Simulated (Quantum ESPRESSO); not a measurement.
# Bi in Quantum ESPRESSO: a series of runs

One slab, Bi, is run at these levels: PBE; tasks: work function.

Everything below comes from runs of Quantum ESPRESSO 7.5. Logs are shortened: lines on timing, memory, paths and dates and some standing lists are left out, and cuts for length are marked.

### 1 The slab as given

The cell holds a slab with vacuum, 4 atoms: a = 4.539 Å, b = 4.539 Å, c = 32.744 Å, α = 90.00°, β = 90.00°, γ = 120.00°.

The slab is cut from a database's or a generator's crystal, which needn't be the stable form of the element.

### 2 Work function, PBE

The input, pw.in:

```
&CONTROL
  calculation = 'scf'
  prefix = 'pwscf'
  outdir = './tmp'
  pseudo_dir = './pseudo'
  tprnfor = .true.
  disk_io = 'low'
/
&SYSTEM
  ibrav = 0
  celldm(1) = 8
  nat = 4
  ntyp = 1
  ecutwfc = 66
  nbnd = 40
  occupations = 'smearing'
  smearing = 'fd'
  degauss = 0.00367493
/
&ELECTRONS
  conv_thr = 4d-09
  electron_maxstep = 150
  mixing_beta = 0.3
  mixing_mode = 'local-TF'
/
ATOMIC_SPECIES
Bi   208.9804 Bi.upf
CELL_PARAMETERS alat
  1.0721834307628   0.0000000000000   0.0000000000000
 -0.5360917153602   0.9285380885587   0.0000000000000
  0.0000000000000   0.0000000000000   7.7345309202105
ATOMIC_POSITIONS crystal
Bi     0.6666666667    0.3333333334    0.2290530945
Bi     0.3333333333    0.6666666666    0.4096843648
Bi     0.6666666667    0.3333333334    0.5903156352
Bi     0.3333333333    0.6666666666    0.7709469055
K_POINTS automatic
4 4 1 0 0 0
```

The input, pp_density.in:

```
&INPUTPP
  prefix = 'pwscf'
  outdir = './tmp'
  filplot = 'density.dat'
  plot_num = 0
/
&PLOT
  nfile = 1
  filepp(1) = 'density.dat'
  iflag = 3
  output_format = 6
  fileout = 'density.cube'
/
```

The input, pp_potential.in:

```
&INPUTPP
  prefix = 'pwscf'
  outdir = './tmp'
  filplot = 'potential.dat'
  plot_num = 11
/
&PLOT
  nfile = 1
  filepp(1) = 'potential.dat'
  iflag = 3
  output_format = 6
  fileout = 'potential.cube'
/
```

The input, pp_elf.in:

```
&INPUTPP
  prefix = 'pwscf'
  outdir = './tmp'
  filplot = 'elf.dat'
  plot_num = 8
/
&PLOT
  nfile = 1
  filepp(1) = 'elf.dat'
  iflag = 3
  output_format = 6
  fileout = 'elf.cube'
/
```

Potentials or basis: Ansatz NC SR PBE.

Run with:

```sh
> OMP_NUM_THREADS=1 mpirun -n 2 pw.x -in pw.in > pw.out
> OMP_NUM_THREADS=1 mpirun -n 1 pp.x -in pp_density.in > pp_density.out
> OMP_NUM_THREADS=1 mpirun -n 1 pp.x -in pp_potential.in > pp_potential.out
> OMP_NUM_THREADS=1 mpirun -n 1 pp.x -in pp_elf.in > pp_elf.out
```

pw.out:

```text
[... set-up lines left out ...]
     Self-consistent Calculation

     iteration #  1     ecut=    66.00 Ry     beta= 0.30
     Davidson diagonalization with overlap
     ethr =  1.00E-02,  avg # of iterations =  5.2

     Threshold (ethr) on eigenvalues was too large:
     Diagonalizing with lowered threshold

     Davidson diagonalization with overlap
     c_bands:  4 eigenvalues not converged
     c_bands:  3 eigenvalues not converged
     ethr =  3.76E-05,  avg # of iterations = 17.2

     negative rho (up, down):  1.380E-05 0.000E+00

     total energy              =    -751.85516520 Ry
     estimated scf accuracy    <       0.03266774 Ry

     iteration #  2     ecut=    66.00 Ry     beta= 0.30
     Davidson diagonalization with overlap
     ethr =  5.44E-05,  avg # of iterations =  2.5

     negative rho (up, down):  6.933E-05 0.000E+00

     total energy              =    -751.85423162 Ry
     estimated scf accuracy    <       0.01965870 Ry

     iteration #  3     ecut=    66.00 Ry     beta= 0.30
     Davidson diagonalization with overlap
     ethr =  3.28E-05,  avg # of iterations =  1.5

     negative rho (up, down):  1.828E-04 0.000E+00

     total energy              =    -751.85359396 Ry
     estimated scf accuracy    <       0.00701445 Ry

     iteration #  4     ecut=    66.00 Ry     beta= 0.30
     Davidson diagonalization with overlap
     c_bands:  1 eigenvalues not converged
     c_bands:  4 eigenvalues not converged
     ethr =  1.17E-05,  avg # of iterations = 14.0

     negative rho (up, down):  5.463E-04 0.000E+00

     total energy              =    -751.85373824 Ry
     estimated scf accuracy    <       0.00162752 Ry

     iteration #  5     ecut=    66.00 Ry     beta= 0.30
     Davidson diagonalization with overlap
     c_bands:  3 eigenvalues not converged
     c_bands:  4 eigenvalues not converged
     ethr =  2.71E-06,  avg # of iterations = 16.5

     negative rho (up, down):  5.078E-04 0.000E+00

     total energy              =    -751.85460136 Ry
     estimated scf accuracy    <       0.00015446 Ry

     iteration #  6     ecut=    66.00 Ry     beta= 0.30
     Davidson diagonalization with overlap
     ethr =  2.57E-07,  avg # of iterations =  6.5

     negative rho (up, down):  4.795E-04 0.000E+00

     total energy              =    -751.85470133 Ry
     estimated scf accuracy    <       0.00004454 Ry

     iteration #  7     ecut=    66.00 Ry     beta= 0.30
     Davidson diagonalization with overlap
     ethr =  7.42E-08,  avg # of iterations =  1.8

     negative rho (up, down):  4.038E-04 0.000E+00

     total energy              =    -751.85470560 Ry
     estimated scf accuracy    <       0.00001481 Ry

     iteration #  8     ecut=    66.00 Ry     beta= 0.30
     Davidson diagonalization with overlap
     ethr =  2.47E-08,  avg # of iterations =  3.5

     negative rho (up, down):  2.839E-04 0.000E+00

     total energy              =    -751.85470647 Ry
     estimated scf accuracy    <       0.00000875 Ry

     iteration #  9     ecut=    66.00 Ry     beta= 0.30
     Davidson diagonalization with overlap
     ethr =  1.46E-08,  avg # of iterations =  4.5

     negative rho (up, down):  1.415E-04 0.000E+00

     total energy              =    -751.85470670 Ry
     estimated scf accuracy    <       0.00000100 Ry

     iteration # 10     ecut=    66.00 Ry     beta= 0.30
     Davidson diagonalization with overlap
     ethr =  1.67E-09,  avg # of iterations =  6.8

     negative rho (up, down):  1.770E-05 0.000E+00

     total energy              =    -751.85470698 Ry
     estimated scf accuracy    <       0.00000127 Ry

     iteration # 11     ecut=    66.00 Ry     beta= 0.30
     Davidson diagonalization with overlap
     ethr =  1.67E-09,  avg # of iterations =  2.0

     negative rho (up, down):  1.209E-05 0.000E+00

     total energy              =    -751.85470706 Ry
     estimated scf accuracy    <       0.00000018 Ry

     iteration # 12     ecut=    66.00 Ry     beta= 0.30
     Davidson diagonalization with overlap
     ethr =  3.01E-10,  avg # of iterations =  9.8

     negative rho (up, down):  5.014E-07 0.000E+00

     total energy              =    -751.85470696 Ry
     estimated scf accuracy    <       0.00000010 Ry

     iteration # 13     ecut=    66.00 Ry     beta= 0.30
     Davidson diagonalization with overlap
     ethr =  1.73E-10,  avg # of iterations =  4.8

     total energy              =    -751.85470696 Ry
     estimated scf accuracy    <       0.00000003 Ry

     iteration # 14     ecut=    66.00 Ry     beta= 0.30
     Davidson diagonalization with overlap
     ethr =  4.57E-11,  avg # of iterations =  7.5

     total energy              =    -751.85470694 Ry
     estimated scf accuracy    <       0.00000002 Ry

     iteration # 15     ecut=    66.00 Ry     beta= 0.30
     Davidson diagonalization with overlap
     ethr =  4.06E-11,  avg # of iterations =  2.0

     total energy              =    -751.85470691 Ry
     estimated scf accuracy    <          6.2E-09 Ry

     iteration # 16     ecut=    66.00 Ry     beta= 0.30
     Davidson diagonalization with overlap
     ethr =  1.03E-11,  avg # of iterations =  8.5

     End of self-consistent calculation

          k = 0.0000 0.0000 0.0000 ( 35585 PWs)   bands (ev):

   -24.0185 -24.0185 -24.0181 -24.0181 -24.0023 -24.0023 -24.0023 -24.0023
   -24.0019 -24.0019 -24.0019 -24.0019 -23.9643 -23.9643 -23.9643 -23.9643
   -23.9640 -23.9640 -23.9640 -23.9640 -11.4871 -11.4846 -11.4813 -11.4785
    -2.0203  -1.9068  -1.7527  -1.6137   0.2603   0.2603   0.2633   0.2633
     0.2670   0.2670   0.2702   0.2702   1.9194   2.2193   2.6205   3.1073

          k = 0.0000 0.2692 0.0000 ( 35647 PWs)   bands (ev):

   -24.0167 -24.0167 -24.0164 -24.0164 -24.0035 -24.0035 -24.0031 -24.0031
   -24.0026 -24.0026 -24.0022 -24.0022 -23.9642 -23.9642 -23.9639 -23.9639
   -23.9607 -23.9607 -23.9604 -23.9604 -11.3298 -11.3279 -11.3254 -11.3232
    -1.6654  -1.5913  -1.5173  -1.4754  -1.4717  -1.4398  -1.3914  -1.3179
    -0.1184  -0.1117  -0.1034  -0.0965   2.9116   3.1518   3.4211   3.8591

          k = 0.0000-0.5385 0.0000 ( 35720 PWs)   bands (ev):

   -24.0150 -24.0150 -24.0147 -24.0147 -24.0047 -24.0047 -24.0043 -24.0043
   -24.0029 -24.0029 -24.0025 -24.0025 -23.9640 -23.9640 -23.9637 -23.9637
   -23.9571 -23.9571 -23.9569 -23.9569 -11.1564 -11.1558 -11.1548 -11.1539
    -2.5425  -2.5345  -2.5236  -2.5141  -1.1457  -1.1074  -1.0626  -1.0285
    -0.4338  -0.4258  -0.4157  -0.4073   3.4761   3.4898   3.6822   3.7882

          k = 0.2332 0.4039 0.0000 ( 35763 PWs)   bands (ev):

   -24.0149 -24.0149 -24.0145 -24.0145 -24.0043 -24.0043 -24.0038 -24.0038
   -24.0034 -24.0034 -24.0030 -24.0030 -23.9624 -23.9624 -23.9621 -23.9621
   -23.9589 -23.9589 -23.9586 -23.9586 -11.1580 -11.1573 -11.1561 -11.1551
    -2.1541  -2.1469  -2.1367  -2.1275  -1.1998  -1.1978  -1.1945  -1.1784
    -1.1643  -1.1154  -1.0581  -1.0136   3.9221   3.9232   3.9899   4.2348

     the Fermi energy is    -1.2379 ev

!    total energy              =    -751.85470693 Ry
     estimated scf accuracy    <          1.1E-09 Ry
     smearing contrib. (-TS)   =      -0.01274522 Ry
     internal energy E=F+TS    =    -751.84196171 Ry

     The total energy is F=E-TS. E is the sum of the following terms:
     one-electron contribution =   -1087.60992138 Ry
     hartree contribution      =     555.70474412 Ry
     xc contribution           =    -270.87398399 Ry
     ewald contribution        =      50.93719954 Ry

     convergence has been achieved in  16 iterations

     Forces acting on atoms (cartesian axes, Ry/au):

     atom    1 type  1   force =     0.00000000    0.00000000    0.00073746
     atom    2 type  1   force =     0.00000000    0.00000000    0.00011381
     atom    3 type  1   force =     0.00000000    0.00000000   -0.00011381
     atom    4 type  1   force =     0.00000000    0.00000000   -0.00073746

     Total force =     0.001055     Total SCF correction =     0.000089

=------------------------------------------------------------------------------=
   JOB DONE.
=------------------------------------------------------------------------------=
```

Wall time 2.4 min (2 MPI ranks of Arm Neoverse V1, shared host); peak memory 0.58 GiB.

What came out:

* Free energy: -10229.5044 eV
* Largest force: 0.019 eV/Å
* Band gap on the k mesh: none (metal or under the smearing width)
* Work function of the upper face: 4.76 eV
* Work function of the lower face: 4.76 eV

Forces on the atoms (eV/Å):
```
Bi   0.000  0.000  0.019
Bi   0.000  0.000  0.003
Bi   0.000  0.000 -0.003
Bi   0.000  0.000 -0.019
```

Caveat: the k mesh is coarse (spacing up to 0.40 Å⁻¹), so the values aren't converged; spin-orbit coupling is left out, which moves the levels of the heavy elements.

### 3 Work function, PBE

pw.in: that of step 2 with these lines changed.

```diff
@@ -13,3 +13,4 @@
   ntyp = 1
-  ecutwfc = 66
+  ecutwfc = 45
+  ecutrho = 360
   nbnd = 40
@@ -26,3 +27,3 @@
 ATOMIC_SPECIES
-Bi   208.9804 Bi.upf
+Bi   208.9804 bi_pbe_v1.uspp.F.UPF
 CELL_PARAMETERS alat
```

pp_density.in is that of step 2.

pp_potential.in is that of step 2.

Potentials or basis: GBRV 1.5 PBE.

Run with:

```sh
> OMP_NUM_THREADS=1 mpirun -n 2 pw.x -in pw.in > pw.out
> OMP_NUM_THREADS=1 mpirun -n 1 pp.x -in pp_density.in > pp_density.out
> OMP_NUM_THREADS=1 mpirun -n 1 pp.x -in pp_potential.in > pp_potential.out
```

pw.out:

```text
This program is part of the open-source Quantum ESPRESSO suite
     for quantum simulation of materials; please cite
         "P. Giannozzi et al., J. Phys.:Condens. Matter 21 395502 (2009);
         "P. Giannozzi et al., J. Phys.:Condens. Matter 29 465901 (2017);
         "P. Giannozzi et al., J. Chem. Phys. 152 154105 (2020);
     in publications or presentations arising from this work. More details at

     Message from routine setup:
     using ibrav=0 with symmetry is DISCOURAGED, use correct ibrav instead

     Subspace diagonalization in iterative solution of the eigenvalue problem:
     a serial algorithm will be used

     --------------------
     sticks:   dense  smooth     PW     G-vecs:    dense   smooth      PW
     Min         906     456    126               227260    80374   12078
     Max         907     457    127               227289    80403   12099
     Sum        1813     913    253               454549   160777   24177

     Using Slab Decomposition

[... 272 lines left out ...]

   -24.0357 -24.0357 -24.0352 -24.0352 -24.0259 -24.0259 -24.0255 -24.0255
   -24.0250 -24.0250 -24.0246 -24.0246 -23.9829 -23.9829 -23.9827 -23.9827
   -23.9794 -23.9794 -23.9792 -23.9792 -11.1816 -11.1808 -11.1797 -11.1787
    -2.1701  -2.1629  -2.1527  -2.1436  -1.2174  -1.2154  -1.2122  -1.1960
    -1.1824  -1.1339  -1.0769  -1.0327   3.9114   3.9123   3.9755   4.2527

     the Fermi energy is    -1.2557 ev

!    total energy              =    -740.40438517 Ry
     estimated scf accuracy    <          2.5E-09 Ry
     smearing contrib. (-TS)   =      -0.01276468 Ry
     internal energy E=F+TS    =    -740.39162049 Ry

     The total energy is F=E-TS. E is the sum of the following terms:
     one-electron contribution =   -1092.04772859 Ry
     hartree contribution      =     558.06287949 Ry
     xc contribution           =    -257.34397095 Ry
     ewald contribution        =      50.93719956 Ry

     convergence has been achieved in  19 iterations

     negative rho (up, down):  1.678E-01 0.000E+00

     Forces acting on atoms (cartesian axes, Ry/au):

     atom    1 type  1   force =     0.00000000   -0.00000000    0.00077107
     atom    2 type  1   force =     0.00000000   -0.00000000    0.00006671
     atom    3 type  1   force =     0.00000000    0.00000000   -0.00006671
     atom    4 type  1   force =     0.00000000    0.00000000   -0.00077107

     Total force =     0.001095     Total SCF correction =     0.000144
     SCF correction compared to forces is large: reduce conv_thr to get better values

=------------------------------------------------------------------------------=
   JOB DONE.
=------------------------------------------------------------------------------=
```

pp_potential.out:

```text
This program is part of the open-source Quantum ESPRESSO suite
     for quantum simulation of materials; please cite
         "P. Giannozzi et al., J. Phys.:Condens. Matter 21 395502 (2009);
         "P. Giannozzi et al., J. Phys.:Condens. Matter 29 465901 (2017);
         "P. Giannozzi et al., J. Chem. Phys. 152 154105 (2020);
     in publications or presentations arising from this work. More details at

     IMPORTANT: XC functional enforced from input :
     Exchange-correlation= PBE
                           (   1   4   3   4   0   0   0)
     Any further DFT definition will be discarded
     Please, verify this is what you really want

     G-vector sticks info
     --------------------
     sticks:   dense  smooth     PW     G-vecs:    dense   smooth      PW
     Sum        1813     913    253               454549   160777   24177

     Using Slab Decomposition

     Check: negative core charge=   -0.000002

     negative rho (up, down):  1.678E-01 0.000E+00

     Calling punch_plot, plot_num =  11
     Writing data to file  potential.dat
     Reading data from file  potential.dat

     Writing data to be plotted to file potential.cube
     Plot Type: 3D                     Output format: Gaussian cube

=------------------------------------------------------------------------------=
   JOB DONE.
=------------------------------------------------------------------------------=
```

Wall time 2.2 min (2 MPI ranks of Arm Neoverse V1, shared host); peak memory 1.7 GiB.

Results:

```
Free energy                     : -10073.7149 eV
Largest force                   : 0.020 eV/Å
Band gap on the k mesh          : none (metal or under the smearing width)
Work function of the upper face : 4.76 eV
Work function of the lower face : 4.76 eV
```

Forces on the atoms (eV/Å):
```
Bi   0.000  0.000  0.020
Bi   0.000  0.000  0.002
Bi   0.000  0.000 -0.002
Bi   0.000  0.000 -0.020
```

Levels at points of the mesh, in eV from the Fermi level:
| k point | band 24 | band 25 | band 26 | band 27 | band 28 | band 29 | band 30 | band 31 | band 32 | band 33 |
| --- | --- | --- | --- | --- | --- | --- | --- | --- | --- | --- |
| (0.00, 0.00, 0.00) | -10.25 | -0.78 | -0.67 | -0.51 | -0.38 | 1.49 | 1.49 | 1.50 | 1.50 | 1.50 |
| (0.00, -0.50, 0.00) | -9.92 | -1.30 | -1.29 | -1.28 | -1.27 | 0.09 | 0.13 | 0.17 | 0.21 | 0.80 |

Caveat: the k mesh is coarse (spacing up to 0.40 Å⁻¹), so the values aren't converged; spin-orbit coupling is left out, which moves the levels of the heavy elements.
